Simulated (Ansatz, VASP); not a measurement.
Zr in VASP and in Ansatz

INCAR

```
SYSTEM = Zr
ALGO = Normal
EDIFF = 1E-8
ENCUT = 520
GGA = PS
ISIF = 2
ISMEAR = -1
LASPH = .True.
LCHARG = .False.
LEFG = .True.
LREAL = .False.
LWAVE = .False.
NBANDS = 19
NELM = 100
PREC = Accurate
SIGMA = 0.08
```

KPOINTS

```
k-points
0
Gamma
  13 13 7
  0 0 0
```

POSCAR

```
Zr
1.0
    3.2643182047      0.0000000000      0.0000000000
   -1.6321591023      2.8269824913      0.0000000000
    0.0000000000      0.0000000000      5.1470000000
Zr
2
Direct
    0.3333333333      0.6666666667      0.2500000000
    0.6666666667      0.3333333333      0.7500000000
```

Input for Ansatz:

```yaml
crystal:
  lattice:
    - [3.2643182047, 0.0, 0.0]
    - [-1.6321591023, 2.8269824913, 0.0]
    - [0.0, 0.0, 5.147]
  atoms:
    - { symbol: Zr, position: [0.3333333333, 0.6666666667, 0.25] }
    - { symbol: Zr, position: [0.6666666667, 0.3333333333, 0.75] }
kpoints:
  mp_grid: { grid: [13, 13, 7] }
scf:
  occupations: { method: fermi_dirac, width: 0.08 }
hamiltonian:
  xc: pbesol
  pseudopotentials: { kind: all_electron, datasets: crystal }
output:
  forces: true
  stress: true
  eigenvalues: true
  efg: { contact_densities: true }
```

Change from the starting cell: equal xx and yy strain of +1 %, crystal datasets.

Alike in both runs: task electric field gradients; functional PBEsol; k mesh 13 × 13 × 7; occupations fermi-dirac, width 0.08 eV; no spin polarisation.

|  | VASP | Ansatz |
| --- | --- | --- |
| version | VASP 6.6.1 | Ansatz 0.2.0 |
| potentials or method | VASP PAW PBE potentials, release 64 (Zr_sv) | all-electron PAW with datasets made for the crystal, scalar-relativistic |
| plane-wave cutoff (eV) | 520 | see its input |

```csv
,VASP,Ansatz,Ansatz less VASP
pressure (GPa),-4.9,-4.9,-0.02
largest component of the traceless stress (GPa),0.89,0.88,-0.003
Vzz of the field gradient on the site that differs most (V/Å²),44.6,45.1,+0.46
```

Ansatz ran all-electron here, so the differences hold the error of VASP's frozen core and of both bases. Ansatz warned: «gradients_without_spin_orbit».

Caveats: the PAW data sets were made with another functional, which shifts forces and pressure a little (VASP).
